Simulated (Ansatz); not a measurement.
The system is TiTe2.

```
Te Ti
1.0
     3.77700    0.00000    0.00000
    -1.88850    3.27098    0.00000
     0.00000    0.00000    6.49800
Te Ti
2 1
Direct
  0.33333 0.66667 0.73720
  0.66667 0.33333 0.26280
  0.00000 0.00000 0.00000
```

```yaml
Program: Ansatz 0.2.0
Task: single point
Functional: PBE
Potentials_or_basis: Ansatz PAW
Cutoff: "420 eV (not typed: the program's choice for these potentials)"
k_mesh: 8 × 8 × 4
Occupations: fermi-dirac, width 0.05 eV
Spin: no spin polarisation
```

On this cell: pressure 0.9 GPa; largest force 0.012 eV/Å; band gap on the k mesh none (metal or under the smearing width).

The same run follows on a disturbed copy (atoms moved at random, drawn with an rms of 0.05 Å):

```
CELL_PARAMETERS angstrom
3.77700 0.00000 0.00000
-1.88850 3.27098 0.00000
0.00000 0.00000 6.49800
ATOMIC_POSITIONS crystal
Te 0.33883 0.66074 0.74191
Te 0.66739 0.33800 0.26724
Ti 0.99875 0.99981 0.00240
```

Q: What does the disturbed cell give?

A: The energy (extrapolated to zero smearing) moves by +1.6 meV/atom; pressure 1.0 GPa; largest force 0.187 eV/Å; band gap on the k mesh none (metal or under the smearing width).

Forces in eV/Å, atoms in the order of the input:
```
Te  -0.130  0.083 -0.107
Te   0.043 -0.074 -0.056
Ti   0.086 -0.009  0.163
```

Stress tensor (GPa, compression positive):
```
 0.61  0.18  0.50
 0.18  0.93 -0.46
 0.50 -0.46  1.36
```

Caveats: this functional lacks dispersion, which binds the layers, so the pressure and a relaxed spacing across them are unreliable (some runs).
